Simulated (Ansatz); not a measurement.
Input for Ansatz (plane-wave DFT, PAW):

```yaml
crystal:
  lattice:
    - [5.902997, 0.002826, -0.002693]
    - [-0.00285, 6.327667, -0.427368]
    - [0.002834, -0.401591, 5.834622]
  atoms:
    - { symbol: Hf, position: [0.2662144822, 0.2560222202, 0.8797713587] }
    - { symbol: Hf, position: [0.766218047, 0.0114774407, 0.8084182953] }
    - { symbol: Hf, position: [0.6725250568, 0.5986567613, 0.0875292098] }
    - { symbol: Hf, position: [0.4168705806, 0.0434140842, 0.3632484252] }
    - { symbol: Hf, position: [0.916849685, 0.2240677157, 0.3249393575] }
    - { symbol: Hf, position: [0.1725199196, 0.6688325371, 0.6006136576] }
    - { symbol: O, position: [0.1696878382, 0.0516456131, 0.1263637958] }
    - { symbol: O, position: [0.0252196996, 0.971305284, 0.5647198417] }
    - { symbol: O, position: [0.6696832785, 0.2158477147, 0.5618135906] }
    - { symbol: O, position: [0.8689630998, 0.6985941809, 0.8210232386] }
    - { symbol: O, position: [0.4215254468, 0.9712919882, 0.7291542717] }
    - { symbol: O, position: [0.2024844278, 0.3249325516, 0.529958895] }
    - { symbol: O, position: [0.909167378, 0.5520941521, 0.3417423337] }
    - { symbol: O, position: [0.702495168, 0.9425437337, 0.1582260043] }
    - { symbol: O, position: [0.9215077433, 0.2962143455, 0.959027655] }
    - { symbol: O, position: [0.4091717512, 0.7153980459, 0.3464336226] }
    - { symbol: O, position: [0.3689624381, 0.5688979963, 0.8671354693] }
    - { symbol: O, position: [0.5252197691, 0.2961838193, 0.1234617351] }
basis:
  ecutwfc: 420
kpoints:
  mp_grid: { grid: [3, 3, 3] }
hamiltonian:
  xc: pbe
scf:
  occupations: { method: gaussian, width: 0.02 }
  n_extra_bands: 9
output:
  forces: true
  stress: true
  eigenvalues: true
  populations: true
  dos:
    method: { smearing: { sigma: 0.1, scheme: gaussian } }
    projected: true
    de: 0.02
  write_density: true
  write_potential: true
  elf: true
  volumetric_format: npy
```

Run as
```bash
ansatz run input.yaml --threads 2 --pin off --max-ram 5120MiB --backend cpu --events-out ev --progress --plain --runs-dir out
```

Level of theory: Ansatz 0.2.0, DFT PBE, scalar-relativistic, plane waves, PAW.

Part of what the program printed, abridged:

```
scf.n_extra_bands = 9 over 114 filled bands (N_el = 228.0): the run solves 123 bands
Pseudopotentials: kind: paw
Pseudopotential: Hf, paw, valence charge 26, recommended cutoff 420 eV (normal)
Pseudopotential: O, paw, valence charge 6, recommended cutoff 420 eV (normal)
Functional definition: PBE
Crystal: 18 atoms, lattice volume = 216.923 Å³
Basis set: ecut = 420 eV, 4255 PW (Γ), exchange–correlation on 80×90×80 points (8 copies of the dense FFT grid, shifted against one another)
Bands: 123, of which v1, the nominal top of the filled ones, is band 114 counted from 1 (113 counted from 0)
Symmetry: 1 space group operations
Space group: P1 (ITA 1), of the structure as read, at distance tolerance 6.0e-5 Å
k-points: 14 of 27 (time reversal used)
Initial density: superposition of atomic densities (neutral atoms: chi_scale 0, normalization atom), corrected by the library's trained network
Initial wavefunctions: pseudopotential atomic-orbital guess
Functional: x = pbe(κ = 0.804, μ = 0.21951497), c = pbe(β = 0.06672455)
SCF iter   1: F=—  HF=-101167.216634 eV  |F-HF|=—  |Δ(HF+E_count)|=         —  Δρ=3.66e-3  dr2=1.85e-2  ethr=1.77e-3  ⟨swp⟩=5.1  Hψ=5694  notcnv=0
SCF iter   2: F=—  HF=-101167.215099 eV  |F-HF|=—  |Δ(HF+E_count)|=   1.54e-3  Δρ=1.94e-3  dr2=5.12e-3  ethr=8.11e-6  ⟨swp⟩=2.0  Hψ=3474  notcnv=0  defer=40
SCF iter   3: F=—  HF=-101167.216507 eV  |F-HF|=—  |Δ(HF+E_count)|=   1.41e-3  Δρ=7.66e-4  dr2=1.28e-3  ethr=2.24e-6  ⟨swp⟩=2.0  Hψ=3036  notcnv=0  defer=40
SCF iter   4: F=—  HF=-101167.216473 eV  |F-HF|=—  |Δ(HF+E_count)|=   3.46e-5  Δρ=2.33e-4  dr2=1.27e-4  ethr=5.60e-7  ⟨swp⟩=2.0  Hψ=3250  notcnv=0  defer=40
SCF iter   5: F=—  HF=-101167.216522 eV  |F-HF|=—  |Δ(HF+E_count)|=   4.93e-5  Δρ=1.13e-4  dr2=2.79e-5  ethr=5.57e-8  ⟨swp⟩=2.0  Hψ=3181  notcnv=0  defer=40
SCF iter   6: F=—  HF=-101167.216322 eV  |F-HF|=—  |Δ(HF+E_count)|=   2.00e-4  Δρ=3.92e-5  dr2=3.58e-6  ethr=1.22e-8  ⟨swp⟩=2.0  Hψ=3278  notcnv=0  defer=40
SCF iter   7: F=—  HF=-101167.216324 eV  |F-HF|=—  |Δ(HF+E_count)|=   2.17e-6  Δρ=2.01e-5  dr2=1.03e-6  ethr=1.57e-9  ⟨swp⟩=2.0  Hψ=3278  notcnv=0  defer=40
SCF iter   8: F=—  HF=-101167.216325 eV  |F-HF|=—  |Δ(HF+E_count)|=   8.21e-7  Δρ=1.55e-5  dr2=4.48e-7  ethr=4.54e-10  ⟨swp⟩=2.0  Hψ=2942  notcnv=0  defer=40
SCF iter   9: F=-101167.216325 eV  HF=-101167.216325 eV  |F-HF|=1.72e-8  |Δ(HF+E_count)|=   6.58e-9  Δρ=3.75e-6  dr2=3.85e-8  ethr=4.39e-11  ⟨swp⟩=12.1  Hψ=14966  notcnv=0
SCF 1 converged in 9 iterations: F = -101167.216325 eV  dr2 = 3.85e-8
SCF converged after 9 iterations
Free energy (F): -101167.216325 eV
Harris-Foulkes:  -101167.216325 eV  (|F-HF|=1.72e-8)
Internal energy: -101167.216325 eV  (E = F + TS)
E sigma→0 (E₀):  -101167.216325 eV
Fermi energy:    15.190024 eV
--- Per-component energies (eV) ---
  E_band       = -208.219875
  E_kinetic    = 4625.561756
  E_local      = -39162.714536  (includes V_loc(G=0)·N_el)
  E_nonlocal   = -6882.893077
  E_hartree    = 17907.133029
  E_xc         = -2684.714469
  E_vxc        = -2726.064254  (∫ρ·V_xc dr)
  E_paw        = -43458.652264  (= ΣΔE_a)
  E_vpaw       = 8123.589836  (= ΣTr[D̂ρ^β])
  E_aug_tail   = 0.029548  (compensation charges beyond the density's cutoff)
  E_ewald      = -31510.966312
  E_smearing   =  0.000000  (= −TS)
--- Forces (eV/Å), atoms counted from 1 ---
  atom   1  Hf    -0.00425437     0.01749242     0.01436052
  atom   2  Hf    -0.00403781    -0.01684378    -0.01404308
  atom   3  Hf     0.00559505     0.00624924     0.00188768
  atom   4  Hf    -0.00224555    -0.02433035     0.00287281
  atom   5  Hf     0.00044950     0.02587190    -0.00370524
  atom   6  Hf     0.00560353    -0.00787046    -0.00144966
  atom   7  O     -0.00146750    -0.00790601     0.00007619
  atom   8  O      0.01392866    -0.00023810    -0.01196110
  atom   9  O     -0.00219081     0.00796230     0.00074303
  atom  10  O     -0.00299410     0.00419669     0.00182451
  atom  11  O      0.00007685    -0.00052603    -0.00947877
  atom  12  O     -0.00927276    -0.00480372    -0.00939287
  atom  13  O     -0.00079744    -0.01331201     0.00535940
  atom  14  O     -0.00896613     0.00485586     0.00923648
  atom  15  O     -0.00002758     0.00029471     0.00929312
  atom  16  O     -0.00065101     0.01285479    -0.00575899
  atom  17  O     -0.00289864    -0.00434288    -0.00157027
  atom  18  O      0.01415021     0.00039066     0.01170748
--- Stress (GPa, compression-positive) ---
       -0.099278      -0.001954      -0.002032
       -0.001954       0.180082      -0.038877
       -0.002032      -0.038877      -0.048455
  P = ⅓ Tr σ = 0.0108 GPa (0.108 kbar)
--- Band table (eV; the first three rows and the last of 14) ---
  k-point 0: bands = ["-47.4205", "-47.4190", "-47.2814", "-47.2692", "-47.1603", "-47.1388", "-16.4200", "-16.3118", "-16.3079", "-16.2886", "-16.2529", "-16.2279", "-16.1591", "-16.1444", "-16.0676", "-16.0452", "-16.0106", "-15.9517", "-15.9174", "-15.8597", "-15.8401", "-15.8400", "-15.7951", "-15.7465", "-4.8518", "-3.7073", "-3.5942", "-3.4338", "-3.3245", "-3.0743", "-3.0363", "-2.9489", "-2.8570", "-2.6797", "-2.5367", "-2.5242", "2.6617", "2.6640", "2.6643", "2.6696", "2.6899", "2.6934", "2.6967", "2.7014", "2.7097", "2.7118", "2.7143", "2.7219", "2.7416", "2.7427", "2.8171", "2.8183", "2.8265", "2.8272", "2.8518", "2.8575", "2.8605", "2.8620", "2.8721", "2.8781", "2.8910", "2.8938" ...
  k-point 1: bands = ["-47.4201", "-47.4193", "-47.2810", "-47.2692", "-47.1609", "-47.1388", "-16.4093", "-16.3541", "-16.3068", "-16.2900", "-16.2504", "-16.1841", "-16.1465", "-16.1140", "-16.0904", "-16.0677", "-15.9891", "-15.9352", "-15.9277", "-15.8792", "-15.8585", "-15.8385", "-15.8072", "-15.7429", "-4.5412", "-3.9386", "-3.6669", "-3.5600", "-3.3082", "-3.0064", "-2.9545", "-2.9232", "-2.8096", "-2.7071", "-2.6006", "-2.5783", "2.6581", "2.6604", "2.6676", "2.6711", "2.6905", "2.6919", "2.6928", "2.6973", "2.7067", "2.7130", "2.7181", "2.7258", "2.7430", "2.7485", "2.8172", "2.8176", "2.8261", "2.8276", "2.8527", "2.8580", "2.8602", "2.8615", "2.8721", "2.8781", "2.8884", "2.8931" ...
  k-point 2: bands = ["-47.4204", "-47.4190", "-47.2817", "-47.2690", "-47.1604", "-47.1387", "-16.4232", "-16.3995", "-16.2851", "-16.2619", "-16.2372", "-16.2230", "-16.1167", "-16.1066", "-16.0947", "-16.0231", "-16.0043", "-15.9630", "-15.9308", "-15.8763", "-15.8500", "-15.8351", "-15.8095", "-15.7484", "-4.6559", "-3.7783", "-3.6953", "-3.4147", "-3.2987", "-3.1411", "-3.0444", "-2.9414", "-2.8494", "-2.7305", "-2.6056", "-2.4710", "2.6614", "2.6641", "2.6646", "2.6702", "2.6893", "2.6934", "2.6958", "2.7023", "2.7072", "2.7099", "2.7143", "2.7218", "2.7405", "2.7430", "2.8169", "2.8173", "2.8268", "2.8285", "2.8522", "2.8574", "2.8616", "2.8631", "2.8734", "2.8773", "2.8913", "2.8954" ...
  k-point 13: bands = ["-47.4198", "-47.4195", "-47.2782", "-47.2721", "-47.1554", "-47.1443", "-16.3754", "-16.3408", "-16.3106", "-16.2653", "-16.2362", "-16.1985", "-16.1548", "-16.0930", "-16.0870", "-16.0554", "-16.0181", "-15.9708", "-15.9341", "-15.9035", "-15.8566", "-15.8385", "-15.7966", "-15.7667", "-4.1352", "-3.8951", "-3.6937", "-3.5484", "-3.2856", "-3.1966", "-3.0720", "-2.9651", "-2.9268", "-2.8603", "-2.5970", "-2.5138", "2.6600", "2.6634", "2.6684", "2.6692", "2.6903", "2.6912", "2.6943", "2.6962", "2.7057", "2.7104", "2.7194", "2.7246", "2.7407", "2.7435", "2.8194", "2.8204", "2.8272", "2.8285", "2.8519", "2.8545", "2.8606", "2.8636", "2.8788", "2.8802", "2.8904", "2.8926 ...
--- Löwdin populations: 18 sites ---
  site symbol q [e]
     0     Hf     24.6153
     1     Hf     24.6153
     2     Hf     24.5110
     3     Hf     24.6312
     4     Hf     24.6312
     5     Hf     24.5110
     6      O      6.6414
     7      O      6.6727
     8      O      6.6414
     9      O      6.6738
    10      O      6.6454
    11      O      6.6446
    12      O      6.6640
    13      O      6.6446
    14      O      6.6454
    15      O      6.6640
    16      O      6.6738
    17      O      6.6727
  spilling = 0.002637 (of n_electrons = 228.000000)
```

The calculation finished and met its thresholds.

Time: 35 s on 2 threads of Intel(R) Xeon(R) Processor @ 2.70GHz, on a shared host, peak memory 0.77 GiB.

Spin-orbit coupling is left out, which matters for the bands of heavy elements.